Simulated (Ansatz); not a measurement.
Set up this calculation in Ansatz 0.2.0, as the native input.

```
Task                : relaxation of cell and atoms
Functional          : RPBE
Dispersion          : D4
Potentials or basis : Ansatz PAW
Cutoff              : 420 eV (not typed: the program's choice for these potentials)
k mesh              : 11 × 11 × 11
Occupations         : fermi-dirac, width 0.05 eV
Spin                : no spin polarisation
```

Crystal: Sn.

```
Sn
1.0
    -1.72654    1.77555    2.33834
     1.72654   -1.77555    2.33834
     1.72654    1.77555   -2.33834
Sn
1
Direct
  0.00000 0.00000 0.00000
```

This isn't the form of Sn at room conditions, which is tetragonal (white tin).

These files were run (other wordings do the same):

input.yaml

```yaml
crystal:
  lattice:
    - [-1.726539, 1.775547, 2.338342]
    - [1.726539, -1.775547, 2.338342]
    - [1.726539, 1.775547, -2.338342]
  atoms:
    - { symbol: Sn, position: [0.0, 0.0, 0.0] }
hamiltonian:
  xc: rpbe
  pseudopotentials: { kind: paw }
  dispersion: d4
kpoints:
  mp_grid: { grid: [11, 11, 11] }
scf:
  occupations: { method: fermi_dirac, width: 0.05 }
output:
  forces: true
  stress: true
  eigenvalues: true
relax:
  f_tol: 0.01
  max_steps: 40
  cell: { stress_tol: 0.05 }
```

Potentials or basis: Ansatz PAW.

The run is started by

```console
$ ansatz run input.yaml --threads 2 --pin off --max-ram 5632MiB --backend cpu --events-out ev --progress --plain --runs-dir out
```

It gave:

| Quantity | Value |
| --- | --- |
| Relaxed volume | 26.65 Å³/atom |
| Relaxed cell | a = 3.331 Å, b = 3.331 Å, c = 3.331 Å, α = 118.64°, β = 118.64°, γ = 92.37° |
| Space group after relaxing (to 0.05 Å) | I4/mmm (No. 139) |
| Energy gained by relaxing | 25.6 meV/atom |
| Ionic steps | 6 |
| Pressure after relaxing | 0.0 GPa |
| Band gap on the k mesh | none (metal or under the smearing width) |

Caveat: the plane-wave basis is chosen anew once the cell has moved, so the energies of steps on either side of that aren't comparable; pairwise dispersion overbinds metals, which lowers pressure and volume; the PAW data sets come from PBE, with cores solved anew for the run's functional, which leaves a small shift of forces and pressure.

Wall time 11 s on 2 threads of Arm Neoverse V2 (shared host), peak memory 0.36 GiB.
